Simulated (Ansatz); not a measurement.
## CoO under changes of volume

One of the cells (9.578 Å³/atom); the others are scaled copies at fixed shape and fractional positions:

```
CELL_PARAMETERS angstrom
1.50547 0.86918 2.43993
-1.50547 0.86918 2.43993
0.00000 -1.73837 2.43993
ATOMIC_POSITIONS crystal
Co 0.00000 0.00000 0.00000
O 0.50000 0.50000 0.50000
```

The cell is a database's computed one.

* Program: Ansatz 0.2.0
* Functional: PBE
* Potentials or basis: Ansatz PAW
* Cutoff: 420 eV (not typed: the program's choice for these potentials)
* k mesh: 11 × 11 × 11
* Occupations: fermi-dirac, width 0.05 eV
* Spin: collinear spin, ferromagnetic start
* Starting moments: [2.0, 0.0] μB

```csv
volume (Å³/atom),energy over the lowest point (meV/atom),pressure (GPa),moment (μB per cell)
9.003,?,?,?
9.195,8.39,7.4,2.80
9.387,1.95,3.5,2.86
9.578,0.00,0.0,2.90
9.770,2.02,-3.3,2.95
9.961,7.81,-6.3,2.97
10.153,17.08,-9.1,2.99
```

What does the run at 9.003 Å³/atom give?

Energy over the lowest point 20.04 meV/atom; pressure 11.4 GPa; moment 2.72 μB per cell.

Worked out: A Birch-Murnaghan fit of order 3 (a polynomial in V^(-2/3)) to the other rows has its minimum at 9.57 Å³/atom with B0 = V·E''(V) = 170 GPa and B' = 3.0 at fixed shape and positions, which overstates the stiffness. It gives 19.60 meV/atom at 9.003 Å³/atom, against the run's 20.04, and -dE/dV = 11.5 GPa, against 11.4. A parabola through the other rows of the moment, of slope 0.381 μB per Å³/atom there, extrapolates to 2.73 μB, against the run's 2.72.

Energies are extrapolated to zero smearing.

Caveats: a cell with one magnetic atom can't hold antiferromagnetic order, which such compounds often take.
